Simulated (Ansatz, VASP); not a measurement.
This is a calculation of Si2Mo for VASP 6.6.1.

File run.py:

```python
from ase.calculators.vasp import Vasp
from ase.dft.bandgap import bandgap
from ase.io import read

atoms = read('Si2Mo.xyz')
calc = Vasp(
    directory='calc',
    xc='pbesol',
    pp='PBE',
    setups='gw',
    prec='Accurate',
    encut=550,
    ediff=1e-06,
    ismear=0,
    sigma=0.05,
    lreal=False,
    lasph=True,
    nelm=100,
    algo='Normal',
    isif=2,
    lwave=False,
    lcharg=True,
    lelf=True,
    lvhar=True,
    kpts=[12, 12, 12],
    gamma=True,
)
atoms.calc = calc

print('energy (eV):', atoms.get_potential_energy())
print('free energy (eV):', atoms.get_potential_energy(force_consistent=True))
print('forces (eV/A):')
print(atoms.get_forces())
print('stress (eV/A^3, Voigt):', atoms.get_stress())
print('Fermi level (eV):', calc.get_fermi_level())
gap, top, bottom = bandgap(calc)
print('band gap (eV):', gap, 'from (spin, k, band)', top, 'to', bottom)
```

The input Si2Mo.xyz:

```xyz
3
Lattice="-1.6000000000 1.6000000000 3.9305000000 1.6000000000 -1.6000000000 3.9305000000 1.6000000000 1.6000000000 -3.9305000000" Properties=species:S:1:pos:R:3 pbc="T T T"
Mo     0.0000000000      0.0000000000      0.0000000000
Si     0.0000000000      0.0000000000      5.2432870000
Si     0.0000000000      0.0000000000      2.6177130000
```

Potentials or basis: VASP PAW PBE potentials, release 64 (Mo_sv_GW, Si_GW).

The run is started by

```bash
$ python run.py
```

Q: Set up the same calculation for Ansatz 0.2.0. Potentials there: Ansatz PAW.

A: As run (the cutoff follows the program's own potentials):

File input.yaml:

```yaml
crystal:
  lattice:
    - [-1.6, 1.6, 3.9305]
    - [1.6, -1.6, 3.9305]
    - [1.6, 1.6, -3.9305]
  atoms:
    - { symbol: Mo, position: [0.0, 0.0, 0.0] }
    - { symbol: Si, position: [0.667, 0.667, 0.0] }
    - { symbol: Si, position: [0.333, 0.333, 0.0] }
hamiltonian:
  xc: pbesol
  pseudopotentials: { kind: paw }
kpoints:
  mp_grid: { grid: [12, 12, 12] }
scf:
  occupations: { method: gaussian, width: 0.05 }
output:
  forces: true
  stress: true
  eigenvalues: true
```

Potentials or basis: Ansatz PAW.

The run is started by

```bash
$ ansatz run input.yaml --threads 2 --pin off --max-ram 5632MiB --backend cpu --events-out ev --progress --plain --runs-dir out
```

Both were run:

|  | VASP | Ansatz | Ansatz less VASP |
| --- | --- | --- | --- |
| gap on the k mesh at the Fermi level (eV) | none | none | - |
| pressure (GPa) | -2.9 | -2.7 | +0.15 |
| largest component of the traceless stress (GPa) | 0.80 | 0.83 | +0.027 |
| rms of the force components (eV/Å) | 0.152 | 0.153 | +0.0013 |

Atom by atom the forces differ by 0.001 eV/Å (rms over components). A gap of «none» marks a metal or a gap that the smearing closes.

Caveats: the PAW data sets were made with another functional, which shifts forces and pressure a little (VASP); the PAW data sets come from PBE, with cores solved anew for the run's functional, which leaves a small shift of forces and pressure (Ansatz).
